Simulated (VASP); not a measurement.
Crystal: In.

```
In
1.0
     3.33548    0.00000    0.00000
    -1.66774    2.88861    0.00000
     0.00000    0.00000    5.50914
In
2
Direct
  0.66667 0.33333 0.75000
  0.33333 0.66667 0.25000
```

This isn't the form of In at room conditions, which is tetragonal.

```yaml
Program: VASP 6.6.1
Task: single point
Functional: PBE
Potentials_or_basis: VASP PAW PBE potentials, release 64 (In_d)
Cutoff: 520 eV
k_mesh: 9 × 9 × 5
Occupations: fermi-dirac, width 0.05 eV
Spin: no spin polarisation
```

On this cell: pressure 1.5 GPa; largest force under 0.003 eV/Å; band gap on the k mesh none (metal or under the smearing width).

The same run follows on a disturbed copy (atoms moved at random, drawn with an rms of 0.05 Å):

```
CELL_PARAMETERS angstrom
3.33548 0.00000 0.00000
-1.66774 2.88861 0.00000
0.00000 0.00000 5.50914
ATOMIC_POSITIONS crystal
In 0.67002 0.33591 0.74904
In 0.32037 0.68022 0.25626
```

Question: What does the disturbed cell give?

Answer: The energy (extrapolated to zero smearing) moves by +1.5 meV/atom; pressure 1.5 GPa; largest force 0.115 eV/Å; band gap on the k mesh none (metal or under the smearing width).

Forces on the atoms (eV/Å):
```
In  -0.016  0.006  0.114
In   0.016 -0.006 -0.114
```

Stress tensor (GPa, compression positive):
```
 1.50  0.18 -0.02
 0.18  1.67  0.01
-0.02  0.01  1.32
```
